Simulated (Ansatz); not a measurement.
# Ti (Ti, fcc): the cost of one run

Computed with Ansatz 0.2.0 (DFT PBE, plane waves (420 eV) with PAW, scalar-relativistic, unless a step says otherwise).

### Step 1. Starting point

It takes space group Fm-3m (No. 225, cubic). Conventional cell: a = 4.134 Å, b = 4.134 Å, c = 4.134 Å, α = 90.00°, β = 90.00°, γ = 90.00°. Ti (site symmetry m-3m) is surrounded by 12 Ti at 2.92 Å.

Coordinates:

```
CELL_PARAMETERS angstrom
0.00000 2.06683 2.06683
2.06683 0.00000 2.06683
2.06683 2.06683 0.00000
ATOMIC_POSITIONS crystal
Ti 0.00000 0.00000 0.00000
```

### Step 2. Relaxing cell and atoms

File input.yaml:

```yaml
crystal:
  lattice:
    - [0.0, 2.0668332624, 2.0668332624]
    - [2.0668332624, 0.0, 2.0668332624]
    - [2.0668332624, 2.0668332624, 0.0]
  atoms:
    - { symbol: Ti, position: [0.0, 0.0, 0.0] }
hamiltonian:
  xc: pbe
  pseudopotentials:
    kind: paw
    azcp:
      Ti: "pseudopotentials/Ti.paw.azcp"
basis:
  ecutwfc: 420
  fft_grid_basis: typed
kpoints:
  mp_grid: { grid: [13, 13, 13], shift: [0, 0, 0] }
magnetization:
  spin_polarized: false
scf:
  occupations: { method: fermi_dirac, width: 0.1 }
relax:
  max_steps: 60
  f_tol: 0.01
  cell: {}
```

**Question.** How long does this run take on 1 thread of an x86-64 CPU, shared host, and how much memory does it need?

About 6.2 s, with a peak of 0.48 GiB.
